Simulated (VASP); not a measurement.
# Sb (I4/mmm) in VASP: notebook

Runs on Sb. Level: r2SCAN. Tasks: single point.

All numbers are computed with VASP 6.6.1; they aren't measurements. Logs are shortened: lines on timing, memory, paths and dates and some standing lists are left out, and cuts for length are marked.

### Step 1. Starting point

It takes space group I4/mmm (No. 139, tetragonal). Conventional cell: a = 3.153 Å, b = 3.153 Å, c = 5.424 Å, α = 90.00°, β = 90.00°, γ = 90.00°. Around Sb (site symmetry 4/mmm) lie 12 Sb at 3.15 to 3.51 Å.

This isn't the form of Sb at room conditions, which is rhombohedral.

### Step 2. Single point, r2SCAN

Contents of INCAR:

```
ADDGRID = False
ALGO = Normal
EDIFF = 1E-6
ENCUT = 400
ISIF = 2
ISMEAR = 0
LASPH = True
LCHARG = False
LMIXTAU = True
LREAL = False
LWAVE = False
METAGGA = R2SCAN
NBANDS = 8
NELM = 100
PREC = Accurate
SIGMA = 0.05
```

Contents of KPOINTS:

```
k-points
0
Gamma
  4 4 4
```

Contents of POSCAR:

```
Sb
1.0
   -1.5638750000      1.6131910000      2.7402030000
    1.6104090000     -1.5604430000      2.7365900000
    1.5281950000      1.5247630000     -2.7095380000
Sb
1
Direct
    0.0004760000      0.0218010000      0.0165680000
```

Potentials or basis: VASP PAW PBE potentials, release 64 (Sb).

Run with:

```console
$ cat potpaw_PBE.64/Sb/POTCAR > POTCAR
$ mpirun -np 1 vasp_std > vasp.out
```

OUTCAR:

```text
EDIFF = 1E-6
   ENCUT = 400
   ISIF = 2
   ISMEAR = 0
   LASPH = True
   LREAL = False
   METAGGA = R2SCAN
   NELM = 100
   PREC = Accurate

 Found     36 irreducible k-points:

 Following reciprocal coordinates:
            Coordinates               Weight
  0.000000  0.000000  0.000000      1.000000
  0.250000 -0.000000  0.000000      2.000000
  0.500000 -0.000000  0.000000      1.000000
  0.000000  0.250000  0.000000      2.000000
  0.250000  0.250000  0.000000      2.000000
  0.500000  0.250000 -0.000000      2.000000
   k-points           NKPTS =     36   k-points in BZ     NKDIM =     36   number of bands    NBANDS=      8
   number of dos      NEDOS =    301   number of ions     NIONS =      1
   total plane-waves  NPLWV =  13824
   dimension x,y,z NGX =    24 NGY =   24 NGZ =   24
   dimension x,y,z NGXF=    48 NGYF=   48 NGZF=   48
   ions per type =               1
   NGX,Y,Z   is equivalent  to a cutoff of  11.26, 11.28, 11.52 a.u.
   NGXF,Y,Z  is equivalent  to a cutoff of  22.52, 22.55, 23.03 a.u.
 SYSTEM =  unknown system
   PREC   = accura    normal or accurate (medium, high low for compatibility)
   ISTART =      0    job   : 0-new  1-cont  2-samecut
   ICHARG =      2    charge: 1-file 2-atom 10-const
   ISPIN  =      1    spin polarized calculation?
   LNONCOLLINEAR =      F non collinear calculations
   LSORBIT =      F    spin-orbit coupling
   LASPH  =      T    aspherical Exc in radial PAW
   ENCUT  =  400.0 eV  29.40 Ry    5.42 a.u.   5.78  5.77  5.65*2*pi/ulx,y,z
   NELM   =    100;   NELMIN=  2; NELMDL= -5     # of ELM steps
   EDIFF  = 0.1E-05   stopping-criterion for ELM
   LREAL  =      F    real-space projection
   EDIFFG = 0.1E-04   stopping-criterion for IOM
   NSW    =      0    number of steps for IOM
   IBRION =     -1    ionic relax: 0-MD 1-quasi-New 2-CG
   NFREE  =      0    steps in history (QN), initial steepest desc. (CG)
   ISIF   =      2    stress and relaxation
   ISYM   =      2    0-nonsym 1-usesym 2-fastsym
   POTIM  = 0.5000    time-step for ionic-motion
   TEBEG  =    0.0;   TEEND  =   0.0 temperature during run
   PSTRESS=    0.0 pullay stress
   NELECT =       5.0000    total number of electrons
   NUPDOWN=      -1.0000    fix difference up-down
   EMIN   =  10.00;   EMAX   =-10.00  energy-range for DOS
   EFERMI =   0.00;   METHOD = LEGACY
   ISMEAR =     0;   SIGMA  =   0.05  broadening in eV -4-tet -1-fermi 0-gaus
   EFERMI_NEDOS =   21; number of points for ismear=-14 and -15
   IALGO  =     38    algorithm
   IMIX   =      4    mixing-type and parameters
     AMIX     =   0.40;   BMIX     =  1.00
     AMIX_MAG =   1.60;   BMIX_MAG =  1.00
  volume/ion in A,a.u.               =      26.96       181.95
  Fermi-wavevector in a.u.,A,eV,Ry     =   0.933573  1.764197 11.858272  0.871558
  Thomas-Fermi vector in A             =   2.060288
   LORBIT       =      0    0 simple, 1 ext, 2 COOP (PROOUT), +10 PAW based schemes
   METAGGA = R2SCAN    functional components
   LHFCALC =     F    Hartree Fock is set to
   AEXX    =    0.0000 exact exchange contribution
   IVDW    =     0    specifies the selected vdW correction
   LEPSILON=     F    determine dielectric tensor
   LRPA    =     F    only Hartree local field effects (RPA)
 non-spin polarized calculation
 Gauss-broadening in eV      SIGMA  =   0.05
  energy-cutoff  :      400.00
  volume of cell :       26.96
 maximum number of plane-waves:       498
   NGX = 11   NGY = 11   NGZ = 11

 number of electron       5.0000000 magnetization

 Free energy of the ion-electron system (eV)
  ---------------------------------------------------
  ext. energy  EPLUGINS =         0.00000000
  ---------------------------------------------------
  free energy    TOTEN  =       -25.23053342 eV

  energy without entropy =      -25.22913097  energy(sigma->0) =      -25.22983220

 E-fermi :   8.3763     XC(G=0): -10.8076

 val. band max:        8.3542827686   @ k =   0.5000   0.2500   0.2500
 cond. band min:       8.5509431895   @ k =   0.2500   0.5000   0.0000
 fundamental gap:      0.1966604209
 Fermi energy:         8.3763001741

 k-point     1 :       0.0000    0.0000    0.0000
  band No.  band energies     occupation
      1      -5.1598      2.00000
      2      13.1537      0.00000
      3      14.1866      0.00000
      4      14.2395      0.00000
      5      18.0969      0.00000
      6      19.3373      0.00000
      7      19.7377      0.00000
      8      19.9472      0.00000

 k-point     2 :       0.2500   -0.0000    0.0000
  band No.  band energies     occupation
      1      -3.8692      2.00000
      2       7.5515      2.00000
      3      11.6043      0.00000
      4      14.1642      0.00000
      5      16.1831      0.00000
      6      18.5712      0.00000
      7      21.1734      0.00000
      8      21.9740      0.00000

 k-point     3 :       0.5000   -0.0000    0.0000
  band No.  band energies     occupation
      1      -1.1734      2.00000
      2       2.2799      2.00000
      3      10.3916      0.00000
      4      14.3408      0.00000
      5      15.0690      0.00000
      6      19.1710      0.00000
      7      19.9935      0.00000
      8      20.1526      0.00000

 k-point     4 :       0.0000    0.2500    0.0000
  band No.  band energies     occupation
      1      -3.8667      2.00000
      2       7.5640      2.00000
      3      11.5823      0.00000
      4      14.1590      0.00000
      5      16.1580      0.00000
      6      18.5694      0.00000
      7      21.1791      0.00000
      8      21.9797      0.00000

 k-point     5 :       0.2500    0.2500    0.0000
  band No.  band energies     occupation
      1      -2.0278      2.00000
      2       6.7110      2.00000
      3       7.1409      2.00000
      4      10.4607      0.00000
      5      16.8675      0.00000
      6      19.2535      0.00000
      7      19.7033      0.00000
      8      23.4295      0.00000

 k-point     6 :       0.5000    0.2500   -0.0000
  band No.  band energies     occupation
      1      -0.3918      2.00000
      2       3.8671      2.00000
      3       8.5539      0.00000
      4       9.7057      0.00000
      5      14.6684      0.00000
      6      17.7614      0.00000
      7      19.3826      0.00000
      8      24.6016      0.00000

 [... further k-points ...]

------------------------ aborting loop because EDIFF is reached ----------------------------------------

  FORCE on cell =-STRESS in cart. coord.  units (eV):
  Direction    XX          YY          ZZ          XY          YZ          ZX
  --------------------------------------------------------------------------------------
  -------------------------------------------------------------------------------------
  Total        0.5481232      0.5541343     -1.0401397      0.0553860      0.1335096      0.1513257
  in kB       32.5715909     32.9287975    -61.8091066      3.2912510      7.9336565      8.9923549
  external PRESSURE =       1.2304273 kB  Pullay stress =       0.0000000 kB

 VOLUME and BASIS-vectors are now :
 -----------------------------------------------------------------------------
  energy-cutoff  :      400.00
  volume of cell :       26.96
      direct lattice vectors                 reciprocal lattice vectors
    -1.563875000  1.613191000  2.740203000     0.002055809  0.316948054  0.179518554
     1.610409000 -1.560443000  2.736590000     0.317083613  0.001847581  0.179876686
     1.528195000  1.524763000 -2.709538000     0.322328449  0.322401118 -0.005843793

 POSITION                                       TOTAL-FORCE (eV/Angst)
 -----------------------------------------------------------------------------------
      0.05968     -0.00799      0.01607        -0.000000      0.000000      0.000000
 -----------------------------------------------------------------------------------
    total drift:                               -0.000000     -0.000000      0.000001

  FREE ENERGIE OF THE ION-ELECTRON SYSTEM (eV)
  ---------------------------------------------------
  free  energy   TOTEN  =       -25.2305334206 eV

  energy  without entropy=      -25.2291309703  energy(sigma->0) =      -25.22983220
```

OSZICAR:

```text
N       E                     dE             d eps       ncg     rms          rms(c)
DAV:   1    -0.175685623559E+02   -0.17569E+02   -0.14723E+03   584   0.334E+02
DAV:   2    -0.257661498503E+02   -0.81976E+01   -0.76829E+01   808   0.508E+01
DAV:   3    -0.258566212973E+02   -0.90471E-01   -0.90465E-01   632   0.606E+00
DAV:   4    -0.258569459882E+02   -0.32469E-03   -0.32469E-03   944   0.464E-01
DAV:   5    -0.258569464326E+02   -0.44433E-06   -0.44462E-06   720   0.903E-03    0.153E+00
DAV:   6    -0.251143254318E+02    0.74262E+00   -0.11885E-01   672   0.249E+00    0.984E-01
DAV:   7    -0.253037409080E+02   -0.18942E+00   -0.10074E-01   576   0.221E+00    0.138E-01
DAV:   8    -0.252302873985E+02    0.73454E-01   -0.50176E-02   696   0.161E+00    0.746E-02
DAV:   9    -0.252295301498E+02    0.75725E-03   -0.48252E-04   768   0.159E-01    0.898E-02
DAV:  10    -0.252285945120E+02    0.93564E-03   -0.18171E-03   576   0.297E-01    0.443E-02
DAV:  11    -0.252295899745E+02   -0.99546E-03   -0.73283E-04   792   0.227E-01    0.461E-02
DAV:  12    -0.252302006340E+02   -0.61066E-03   -0.10474E-04   616   0.742E-02    0.374E-02
DAV:  13    -0.252303823162E+02   -0.18168E-03   -0.42425E-05   680   0.524E-02    0.263E-02
DAV:  14    -0.252305301599E+02   -0.14784E-03   -0.17287E-04   608   0.103E-01    0.199E-03
DAV:  15    -0.252305331211E+02   -0.29613E-05   -0.92835E-06   776   0.302E-02    0.207E-03
DAV:  16    -0.252305334206E+02   -0.29945E-06   -0.18131E-07   464   0.349E-03
   1 F= -.25230533E+02 E0= -.25229832E+02  d E =-.140245E-02
```

Run time: 16 s. Hardware: 1 thread of Intel Xeon Platinum 8375C at 2.90GHz (Ice Lake), shared host; peak memory 0.14 GiB.

These settings aren't checked as converged: the numbers below hold their error.

Results:

```
Free energy            : -25.2305 eV
Pressure               : 0.1 GPa
Band gap on the k mesh : none (metal or under the smearing width)
```

Caveat: the k mesh is coarse (spacing up to 0.72 Å⁻¹), so the values aren't converged; the PAW data sets were made with another functional, which shifts forces and pressure a little.

### Step 3. Single point, r2SCAN

INCAR: that of step 2 with these lines changed.

```diff
@@ -3,3 +3,3 @@
 EDIFF = 1E-6
-ENCUT = 400
+ENCUT = 200
 ISIF = 2
```

Contents of KPOINTS:

```
k-points
0
Gamma
  6 6 6
```

Contents of POSCAR:

```
Sb
1.0
   -1.5765401831      1.5765401831      2.7119384313
    1.5765401831     -1.5765401831      2.7119384313
    1.5765401831      1.5765401831     -2.7119384313
Sb
1
Direct
    0.0000000000      0.0000000000      0.0000000000
```

Potentials or basis: VASP PAW PBE potentials, release 64 (Sb).

Run with:

```console
$ cat potpaw_PBE.64/Sb/POTCAR > POTCAR
$ mpirun -np 1 vasp_std > vasp.out
```

OUTCAR:

```text
EDIFF = 1E-6
   ENCUT = 200
   ISIF = 2
   ISMEAR = 0
   LASPH = True
   LREAL = False
   METAGGA = R2SCAN
   NELM = 100
   PREC = Accurate

 Found     30 irreducible k-points:

 Following reciprocal coordinates:
            Coordinates               Weight
  0.000000  0.000000  0.000000      1.000000
  0.166667  0.000000 -0.000000      8.000000
  0.333333  0.000000 -0.000000      8.000000
  0.500000 -0.000000  0.000000      4.000000
  0.166667  0.166667 -0.000000      8.000000
  0.333333  0.166667 -0.000000     16.000000
   k-points           NKPTS =     30   k-points in BZ     NKDIM =     30   number of bands    NBANDS=      8
   number of dos      NEDOS =    301   number of ions     NIONS =      1
   total plane-waves  NPLWV =   4096
   dimension x,y,z NGX =    16 NGY =   16 NGZ =   16
   dimension x,y,z NGXF=    32 NGYF=   32 NGZF=   32
   ions per type =               1
   NGX,Y,Z   is equivalent  to a cutoff of   7.58,  7.58,  7.58 a.u.
   NGXF,Y,Z  is equivalent  to a cutoff of  15.15, 15.15, 15.15 a.u.
 SYSTEM =  unknown system
   PREC   = accura    normal or accurate (medium, high low for compatibility)
   ISTART =      0    job   : 0-new  1-cont  2-samecut
   ICHARG =      2    charge: 1-file 2-atom 10-const
   ISPIN  =      1    spin polarized calculation?
   LNONCOLLINEAR =      F non collinear calculations
   LSORBIT =      F    spin-orbit coupling
   LASPH  =      T    aspherical Exc in radial PAW
   ENCUT  =  200.0 eV  14.70 Ry    3.83 a.u.   4.05  4.05  4.05*2*pi/ulx,y,z
   NELM   =    100;   NELMIN=  2; NELMDL= -5     # of ELM steps
   EDIFF  = 0.1E-05   stopping-criterion for ELM
   LREAL  =      F    real-space projection
   EDIFFG = 0.1E-04   stopping-criterion for IOM
   NSW    =      0    number of steps for IOM
   IBRION =     -1    ionic relax: 0-MD 1-quasi-New 2-CG
   NFREE  =      0    steps in history (QN), initial steepest desc. (CG)
   ISIF   =      2    stress and relaxation
   ISYM   =      2    0-nonsym 1-usesym 2-fastsym
   POTIM  = 0.5000    time-step for ionic-motion
   TEBEG  =    0.0;   TEEND  =   0.0 temperature during run
   PSTRESS=    0.0 pullay stress
   NELECT =       5.0000    total number of electrons
   NUPDOWN=      -1.0000    fix difference up-down
   EMIN   =  10.00;   EMAX   =-10.00  energy-range for DOS
   EFERMI =   0.00;   METHOD = LEGACY
   ISMEAR =     0;   SIGMA  =   0.05  broadening in eV -4-tet -1-fermi 0-gaus
   EFERMI_NEDOS =   21; number of points for ismear=-14 and -15
   IALGO  =     38    algorithm
   IMIX   =      4    mixing-type and parameters
     AMIX     =   0.40;   BMIX     =  1.00
     AMIX_MAG =   1.60;   BMIX_MAG =  1.00
  volume/ion in A,a.u.               =      26.96       181.95
  Fermi-wavevector in a.u.,A,eV,Ry     =   0.933573  1.764197 11.858269  0.871558
  Thomas-Fermi vector in A             =   2.060288
   LORBIT       =      0    0 simple, 1 ext, 2 COOP (PROOUT), +10 PAW based schemes
   METAGGA = R2SCAN    functional components
   LHFCALC =     F    Hartree Fock is set to
   AEXX    =    0.0000 exact exchange contribution
   IVDW    =     0    specifies the selected vdW correction
   LEPSILON=     F    determine dielectric tensor
   LRPA    =     F    only Hartree local field effects (RPA)
 non-spin polarized calculation
 Gauss-broadening in eV      SIGMA  =   0.05
  energy-cutoff  :      200.00
  volume of cell :       26.96
 maximum number of plane-waves:       190
   NGX =  7   NGY =  7   NGZ =  7

 number of electron       5.0000008 magnetization

 Free energy of the ion-electron system (eV)
  ---------------------------------------------------
  ext. energy  EPLUGINS =         0.00000000
  ---------------------------------------------------
  free energy    TOTEN  =       -25.31904557 eV

  energy without entropy =      -25.31840140  energy(sigma->0) =      -25.31872349

 E-fermi :   8.7636     XC(G=0): -10.7843

 val. band max:        8.3381208626   @ k =  -0.3333   0.3333   0.0000
 cond. band min:       8.8178284274   @ k =   0.5000   0.3333  -0.0000
 fundamental gap:      0.4797075648
 Fermi energy:         8.7635890755

 k-point     1 :       0.0000    0.0000    0.0000
  band No.  band energies     occupation
      1      -5.1257      2.00000
      2      13.3196      0.00000
      3      14.2167      0.00000
      4      14.2168      0.00000
      5      18.2014      0.00000
      6      19.6917      0.00000
      7      19.7438      0.00000
      8      19.7439      0.00000
[... 45 lines left out ...]
 k-point     6 :       0.3333    0.1667   -0.0000
  band No.  band energies     occupation
      1      -1.7605      2.00000
      2       4.7826      2.00000
      3       9.1690      0.00000
      4      10.9175      0.00000
      5      16.2954      0.00000
      6      17.9104      0.00000
      7      21.1668      0.00000
      8      22.1506      0.00000

 [... further k-points ...]

------------------------ aborting loop because EDIFF is reached ----------------------------------------

  FORCE on cell =-STRESS in cart. coord.  units (eV):
  Direction    XX          YY          ZZ          XY          YZ          ZX
  --------------------------------------------------------------------------------------
  -------------------------------------------------------------------------------------
  Total        0.2763357      0.2763357     -0.1654712      0.0000000      0.0000000     -0.0000000
  in kB       16.4209244     16.4209244     -9.8329335      0.0000000      0.0000000     -0.0000000
  external PRESSURE =       7.6696385 kB  Pullay stress =       0.0000000 kB

 VOLUME and BASIS-vectors are now :
 -----------------------------------------------------------------------------
  energy-cutoff  :      200.00
  volume of cell :       26.96
      direct lattice vectors                 reciprocal lattice vectors
    -1.576540183  1.576540183  2.711938431     0.000000000  0.317150178  0.184369967
     1.576540183 -1.576540183  2.711938431     0.317150178  0.000000000  0.184369967
     1.576540183  1.576540183 -2.711938431     0.317150178  0.317150178  0.000000000

 POSITION                                       TOTAL-FORCE (eV/Angst)
 -----------------------------------------------------------------------------------
      0.00000      0.00000      0.00000         0.000000      0.000000      0.000000
 -----------------------------------------------------------------------------------
    total drift:                               -0.000000      0.000000      0.000000

  FREE ENERGIE OF THE ION-ELECTRON SYSTEM (eV)
  ---------------------------------------------------
  free  energy   TOTEN  =       -25.3190455733 eV

  energy  without entropy=      -25.3184014045  energy(sigma->0) =      -25.31872349
```

stdout:

```text
POSCAR found type information on POSCAR Sb
 POSCAR found :  1 types and       1 ions
 scaLAPACK will be used
 -----------------------------------------------------------------------------
|                                                                             |
|                                                                             |
|     You enforced a specific xc type in the INCAR file but a different       |
|     I HOPE YOU KNOW WHAT YOU ARE DOING!                                     |
|                                                                             |
 -----------------------------------------------------------------------------

 LDA part: xc-table for (None), standard interpolation
 POSCAR, INCAR and KPOINTS ok, starting setup
 FFT: planning ... GRIDC
 FFT: planning ... GRID_SOFT
 FFT: planning ... GRID
 WAVECAR not read
 entering main loop
```

Run time: 6.5 s. Hardware: 1 thread of Intel Xeon Platinum 8375C at 2.90GHz (Ice Lake), shared host; peak memory 0.11 GiB.

The run converged, but some of its settings lie outside the range that counts as converged, so its numbers aren't taken as properties of the crystal.

What came out:

* Free energy: -25.3190 eV
* Pressure: 0.8 GPa
* Band gap on the k mesh: none (metal or under the smearing width)

Caveat: the k mesh is coarse (spacing up to 0.47 Å⁻¹), so the values aren't converged; the cutoff is under 1.25 times the usual one of these potentials, so pressure, stress and relaxed cells hold a basis-set (Pulay) error; the PAW data sets were made with another functional, which shifts forces and pressure a little.

### Step 4. For comparison

An earlier run on the cell as given: functional PBEsol; potentials or basis VASP PAW PBE potentials, release 64 (Sb); cutoff 520 eV; k mesh 12 × 12 × 12; occupations fermi-dirac, width 0.05 eV; no spin polarisation.

* Pressure: -1.3 GPa
* Band gap on the k mesh: none (metal or under the smearing width)
